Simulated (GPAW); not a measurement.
Set up this calculation in GPAW 26.7.0, as an ASE script.

| Property | Result |
| --- | --- |
| Task | Fermi surface |
| Functional | RPBE |
| Potentials or basis | the program's PAW data sets (release 1.2.1) made for this functional |
| Cutoff | 680 eV |
| Basis | pw |
| k mesh | 5 × 5 × 5 |
| Occupations | fermi-dirac, width 0.01 eV |
| Spin | no spin polarisation |
| Maxiter | 150 |
| Fermi k mesh | 8 × 8 × 8 |

The structure of TaN lies in POSCAR:

```
TaN
1.0
    2.9380000000      0.0000000000      0.0000000000
   -1.4690000000      2.5443826363      0.0000000000
    0.0000000000      0.0000000000      2.8830000000
Ta N
1 1
Direct
    0.0000000000      0.0000000000      0.5000000000
    0.6666666667      0.3333333333      0.0000000000
```

One way to write it, as run:

run.py

```python
import json
import numpy as np
from ase.dft.bandgap import bandgap
from ase.io import read, write
from ase.units import GPa
from gpaw import GPAW, PW

atoms = read('POSCAR')

calc = GPAW(mode=PW(680),
            xc='RPBE',
            kpts={'size': (5, 5, 5), 'gamma': True},
            occupations={'name': 'fermi-dirac', 'width': 0.01},
            nbands=19,
            convergence={'density': 1e-05, 'energy': 1e-05},
            maxiter=150,
            txt='gpaw.txt')
atoms.calc = calc
energy = atoms.get_potential_energy()
forces = atoms.get_forces()
stress = atoms.get_stress()
calc.write('gs.gpw')
write('result.traj', atoms)
print(f'Energy: {energy:.6f} eV')
print('Forces (eV/A):')
print(forces.round(4))
print('Stress (GPa):', (stress / GPa).round(3))
print('Fermi level:', round(calc.get_fermi_level(), 4), 'eV')
print(f'Gap: {bandgap(calc)[0]:.4f} eV, direct: {bandgap(calc, direct=True)[0]:.4f} eV')

size = (8, 8, 8)
dense = calc.fixed_density(kpts={'size': size, 'gamma': True}, update_fermi_level=True,
                           convergence={'bands': 'CBM+2.0', 'eigenstates': 1e-7}, txt='dense.txt')
ef = dense.get_fermi_level()
index = np.round(dense.get_bz_k_points() * size).astype(int) % size
recip = 2 * np.pi * atoms.cell.reciprocal()
sheets = []
for s, e_kn in enumerate(dense.eigenvalues()):
    for n in range(e_kn.shape[1] - 2):
        if e_kn[:, n].min() < ef < e_kn[:, n].max():
            e = np.empty(size)
            e[tuple(index.T)] = e_kn[dense.get_bz_to_ibz_map(), n] - ef
            de = np.array([(np.roll(e, -1, c) - np.roll(e, 1, c)) * size[c] / 2 for c in range(3)])
            v = np.linalg.norm(np.einsum('vc,cxyz->vxyz', np.linalg.inv(recip), de), axis=0)
            w = np.exp(-(e / 0.1)**2) / (0.1 * np.pi**0.5)
            sheets.append({'spin': s, 'band': n, 'filled': (e < 0).mean(), 'dos': w.mean(), 'bottom': e.min(), 'top': e.max(),
                           'velocity': (w * v).sum() / w.sum() * 1.519267e5, 'slice': e[:, :, 0].round(3).tolist()})
            print(f'spin {s} band {n}: filled share {sheets[-1]["filled"]:.3f}, from {e.min():.3f} to {e.max():.3f} eV,',
                  f'{w.mean():.3f} states/eV, mean velocity {sheets[-1]["velocity"]:.3e} m/s')
print('Fermi level on the dense mesh:', round(ef, 4), 'eV,', len(sheets), 'sheets')
json.dump({'ef': ef, 'sheets': sheets}, open('fermi.json', 'w'))
```

Potentials or basis: the program's PAW data sets (release 1.2.1) made for this functional, pw.

Command:

```bash
$ OMP_NUM_THREADS=1 python run.py
```

Results of the run:

```
Pressure               : 8.2 GPa
Band gap on the k mesh : none (metal or under the smearing width)
```

Caveat: the k mesh is coarse (spacing up to 0.49 Å⁻¹), so the values aren't converged; the cutoff is short for stress and forces, so pressures can be off by a GPa or more.

Wall time 13 s on 1 thread of Arm Neoverse V2, on a shared host, peak memory 0.17 GiB.
